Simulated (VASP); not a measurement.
## NaI: single point with PBE

Crystal: NaI.

```
CELL_PARAMETERS angstrom
0.00000 3.28495 3.18785
3.28495 0.00000 3.18785
3.28495 3.28495 0.00000
ATOMIC_POSITIONS crystal
Na 0.00000 0.00000 0.00000
I 0.50000 0.50000 0.50000
```

The cell isn't the ideal one: strain +0.015 along x and y, -0.015 along z, atoms carried along.

- Program: VASP 6.6.1
- Task: single point
- Functional: PBE
- Potentials or basis: VASP PAW PBE potentials, release 64 (Na_pv, I)
- Cutoff: 520 eV
- k mesh: 6 × 6 × 6
- Occupations: gaussian, width 0.05 eV
- Spin: no spin polarisation

```yaml
Pressure: 0.2 GPa
Band_gap_on_the_k_mesh: 3.59 eV, direct
```

Stress tensor (GPa, compression positive):
```
-0.02  0.00  0.00
 0.00 -0.02  0.00
 0.00  0.00  0.72
```

Levels at points of the mesh, in eV from the valence-band top:
```csv
k point,band 4,band 5,band 6,band 7,band 8,band 9,band 10,band 11
"(0.00, 0.00, 0.00)",-10.99,-0.04,0.00,0.00,3.59,7.86,7.86,8.05
"(0.50, 0.00, 0.00)",-10.69,-2.14,-0.31,-0.26,5.07,7.31,7.54,8.61
"(0.50, 0.50, 0.00)",-10.60,-1.86,-0.78,-0.78,4.45,5.52,9.91,11.12
"(0.50, 0.00, 0.50)",-10.63,-1.87,-0.77,-0.66,4.48,5.60,9.69,11.01
```

Wall time 15 s on 1 thread of Intel(R) Xeon(R) 6975P-C (Granite Rapids), with other jobs on the host, peak memory 0.21 GiB.

Caveat: spin-orbit coupling is left out, which moves the levels of the heavy elements.
